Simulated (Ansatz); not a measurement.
# ZnS: the cost of one run

Program: Ansatz 0.2.0. Level of theory: DFT PBE, scalar-relativistic, plane waves, PAW. These are calculated values, not measurements.

1 further run of the same task is left out (set aside as unsound or not needed). Runs told in other sessions of the task aren't counted.

## (1) The structure to begin with

It takes space group R3m (No. 160, trigonal). The conventional cell has a = 3.846 Å, b = 3.846 Å, c = 28.348 Å, α = 90.00°, β = 90.00°, γ = 120.00°. Zn (site symmetry 3m) is surrounded by 4 S at 2.36 Å. S (site symmetry 3m) has 4 Zn at 2.36 Å in its first shell of neighbours.

Coordinates:

```cif
data_structure
_symmetry_space_group_name_H-M 'R3m:H'
_symmetry_Int_Tables_number 160
_cell_length_a 3.8462
_cell_length_b 3.8462
_cell_length_c 28.3479
_cell_angle_alpha 90.000
_cell_angle_beta 90.000
_cell_angle_gamma 120.000
_cell_volume 363.17
loop_
_atom_site_label
_atom_site_type_symbol
_atom_site_symmetry_multiplicity
_atom_site_Wyckoff_symbol
_atom_site_fract_x
_atom_site_fract_y
_atom_site_fract_z
_atom_site_occupancy
Zn1 Zn 3 a 0.00000 0.00000 0.00003 1
Zn2 Zn 3 a 0.66667 0.33333 0.11108 1
Zn3 Zn 3 a 0.33333 0.66667 0.22213 1
S1 S 3 a 0.66667 0.33333 0.25004 1
S2 S 3 a 0.33333 0.66667 0.13881 1
S3 S 3 a 0.66667 0.33333 0.02791 1
```

It goes back to an entry of the Materials Project, which need not be the stable form.

This cell was relaxed beforehand with the same method: volume 20.18 Å³/atom, gap on the mesh 2.06 eV.

The host's static dielectric tensor, from an earlier linear-response run, has a mean of 9.28.

## (2) The perfect supercell

File input.yaml:

```yaml
crystal:
  lattice:
    - [9.6155108966, -3.3309106827, 0.0]
    - [7.6924087173, 6.6618213655, 0.0]
    - [5.769306538, 1.1103035609, 9.4492875734]
  atoms:
    - { symbol: Zn, position: [3.4094e-05, 3.4094e-05, 0.999897718] }
    - { symbol: Zn, position: [0.2857483797, 0.1428912369, 0.999897718] }
    - { symbol: Zn, position: [0.5714626654, 0.2857483797, 0.999897718] }
    - { symbol: Zn, position: [0.1428912369, 0.5714626654, 0.999897718] }
    - { symbol: Zn, position: [0.8571769511, 0.4286055226, 0.999897718] }
    - { symbol: Zn, position: [0.4286055226, 0.7143198083, 0.999897718] }
    - { symbol: Zn, position: [0.7143198083, 0.8571769511, 0.999897718] }
    - { symbol: Zn, position: [0.7777461541, 0.7777461541, 0.6667615378] }
    - { symbol: Zn, position: [0.0634604398, 0.9206032969, 0.6667615378] }
    - { symbol: Zn, position: [0.3491747255, 0.0634604398, 0.6667615378] }
    - { symbol: Zn, position: [0.9206032969, 0.3491747255, 0.6667615378] }
    - { symbol: Zn, position: [0.6348890112, 0.2063175826, 0.6667615378] }
    - { symbol: Zn, position: [0.2063175826, 0.4920318683, 0.6667615378] }
    - { symbol: Zn, position: [0.4920318683, 0.6348890112, 0.6667615378] }
    - { symbol: Zn, position: [0.5554679111, 0.5554679111, 0.3335962668] }
    - { symbol: Zn, position: [0.8411821968, 0.6983250539, 0.3335962668] }
    - { symbol: Zn, position: [0.1268964825, 0.8411821968, 0.3335962668] }
    - { symbol: Zn, position: [0.6983250539, 0.1268964825, 0.3335962668] }
    - { symbol: Zn, position: [0.4126107682, 0.9840393396, 0.3335962668] }
    - { symbol: Zn, position: [0.9840393396, 0.2697536253, 0.3335962668] }
    - { symbol: Zn, position: [0.2697536253, 0.4126107682, 0.3335962668] }
    - { symbol: S, position: [0.9167048932, 0.9167048932, 0.2498853205] }
    - { symbol: S, position: [0.2024191789, 0.059562036, 0.2498853205] }
    - { symbol: S, position: [0.4881334646, 0.2024191789, 0.2498853205] }
    - { symbol: S, position: [0.059562036, 0.4881334646, 0.2498853205] }
    - { symbol: S, position: [0.7738477503, 0.3452763217, 0.2498853205] }
    - { symbol: S, position: [0.3452763217, 0.6309906075, 0.2498853205] }
    - { symbol: S, position: [0.6309906075, 0.7738477503, 0.2498853205] }
    - { symbol: S, position: [0.4721469027, 0.4721469027, 0.583559292] }
    - { symbol: S, position: [0.7578611884, 0.6150040455, 0.583559292] }
    - { symbol: S, position: [0.0435754741, 0.7578611884, 0.583559292] }
    - { symbol: S, position: [0.6150040455, 0.0435754741, 0.583559292] }
    - { symbol: S, position: [0.3292897598, 0.9007183312, 0.583559292] }
    - { symbol: S, position: [0.9007183312, 0.1864326169, 0.583559292] }
    - { symbol: S, position: [0.1864326169, 0.3292897598, 0.583559292] }
    - { symbol: S, position: [0.694574045, 0.694574045, 0.9162778649] }
    - { symbol: S, position: [0.9802883308, 0.8374311879, 0.9162778649] }
    - { symbol: S, position: [0.2660026165, 0.9802883308, 0.9162778649] }
    - { symbol: S, position: [0.8374311879, 0.2660026165, 0.9162778649] }
    - { symbol: S, position: [0.5517169022, 0.1231454736, 0.9162778649] }
    - { symbol: S, position: [0.1231454736, 0.4088597593, 0.9162778649] }
    - { symbol: S, position: [0.4088597593, 0.5517169022, 0.9162778649] }
basis:
  ecutwfc: 420
  xc_grid: 2
kpoints:
  mp_grid: { grid: [2, 2, 2], shift: [0.0, 0.0, 0.0] }
hamiltonian:
  xc: pbe
scf:
  occupations: { method: gaussian, width: 0.01 }
output:
  forces: true
  stress: true
  eigenvalues: true
  write_density: true
  write_potential: true
  elf: true
  volumetric_format: npy
```

Command:

```
> ansatz run input.yaml --threads 4 --pin off --max-ram 10240MiB --backend cpu --events-out ev --progress --plain --runs-dir out
```

**Question.** How long does this run take on 4 threads of Intel Xeon 6975P-C (Granite Rapids), shared host, and how much memory does it need?

About 12 s, with a peak of 3.7 GiB.
